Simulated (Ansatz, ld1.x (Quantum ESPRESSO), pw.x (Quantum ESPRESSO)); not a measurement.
# pw.x on bcc Mg: one setting changed

Potential: PAW, ld1.x (Quantum ESPRESSO) 7.5, PBE; core [Ne], reference 3s2 3p0; waves: 3s (bound): rcut 1.90, rcutus 2.35 bohr; 3s channel at 4.4 Ry: rcut 1.90, rcutus 2.35 bohr; 3p (bound, empty): rcut 3.20, rcutus 3.55 bohr; 3p channel at 1.4 Ry: rcut 3.20, rcutus 3.55 bohr; 3d channel at -0.1 Ry: rcut 2.45, rcutus 2.65 bohr; local part: all-electron potential smoothed inside 3.86 bohr (lloc = -1); core correction: Bessel-smoothed model core, default radius (core density twice the valence density); augmentation: PSQ, inside the norm-conserving radii.

The reference run (k-mesh 13³, cutoffs 40/320 Ry, Fermi–Dirac 0.01 Ry, mixing_beta 0.4, conv_thr 1e-9, no spin) gives 0.23 GPa at 22.870 Å³/atom, where all-electron LAPW gives 0.19 GPa. This run, with its own iteration cap, changes k-mesh points per axis to 8.

```
&control
  calculation='scf', prefix='x', pseudo_dir='./', outdir='./tmp', tstress=.true., disk_io='none'
/
&system
  ibrav=0, nat=1, ntyp=1, ecutwfc=40, ecutrho=320, nbnd=8,
  occupations='smearing', smearing='fd', degauss=0.01
/
&electrons
  conv_thr=1e-09, mixing_beta=0.4, electron_maxstep=60
/
ATOMIC_SPECIES
Mg 1.0 Mg.UPF
CELL_PARAMETERS angstrom
  -1.78814222 1.78814222 1.78814222
  1.78814222 -1.78814222 1.78814222
  1.78814222 1.78814222 -1.78814222
ATOMIC_POSITIONS crystal
Mg 0.0000 0.0000 0.0000
K_POINTS automatic
8 8 8 0 0 0
```

```bash
pw.x < Mg.scf.in > Mg.scf.out
```

How does the run end?

It converges in 13 iterations; the free energy moves by +5.2 meV/atom and the pressure by -0.16 GPa.

```
Message from routine setup:
     using ibrav=0 with symmetry is DISCOURAGED, use correct ibrav instead
     lattice parameter (alat)  =       5.8528  a.u.
     unit-cell volume          =     154.3344 (a.u.)^3
     number of electrons       =         2.00
     number of Kohn-Sham states=            8
     kinetic-energy cutoff     =      40.0000  Ry
     charge density cutoff     =     320.0000  Ry
     scf convergence threshold =      1.0E-09
     Exchange-correlation= SLA  PW   PBX  PBC
     number of k points=    29  Fermi-Dirac smearing, width (Ry)=  0.0100
     iteration #  1     ecut=    40.00 Ry     beta= 0.40
     total energy              =     -33.61535706 Ry
     estimated scf accuracy    <       0.00286772 Ry
     iteration #  2     ecut=    40.00 Ry     beta= 0.40
     total energy              =     -33.61601261 Ry
     estimated scf accuracy    <       0.00102729 Ry
     iteration #  3     ecut=    40.00 Ry     beta= 0.40
     total energy              =     -33.61603891 Ry
     estimated scf accuracy    <       0.00000016 Ry
     [... 7 iterations left out ...]
     iteration # 11     ecut=    40.00 Ry     beta= 0.40
     total energy              =     -33.61605096 Ry
     estimated scf accuracy    <       0.00000133 Ry
     iteration # 12     ecut=    40.00 Ry     beta= 0.40
     total energy              =     -33.61605093 Ry
     estimated scf accuracy    <       0.00000018 Ry
     iteration # 13     ecut=    40.00 Ry     beta= 0.40
     the Fermi energy is     3.5646 ev
!    total energy              =     -33.61605094 Ry
     estimated scf accuracy    <          4.5E-11 Ry
     smearing contrib. (-TS)   =      -0.00202931 Ry
     The total energy is F=E-TS. E is the sum of the following terms:
     one-electron contribution =       1.43602201 Ry
     hartree contribution      =       0.00154728 Ry
     xc contribution           =      -4.54406189 Ry
     ewald contribution        =      -2.15396671 Ry
     one-center paw contrib.   =     -28.35356232 Ry
     convergence has been achieved in  13 iterations
          total   stress  (Ry/bohr**3)                   (kbar)     P=        0.66
     Message from routine punch:
     Nothing written, as per user request (disk_io='none')
```

The run took about 4.9 s on one core of a shared host (Neoverse-V2, 96 threads, 742 GiB, load 38).
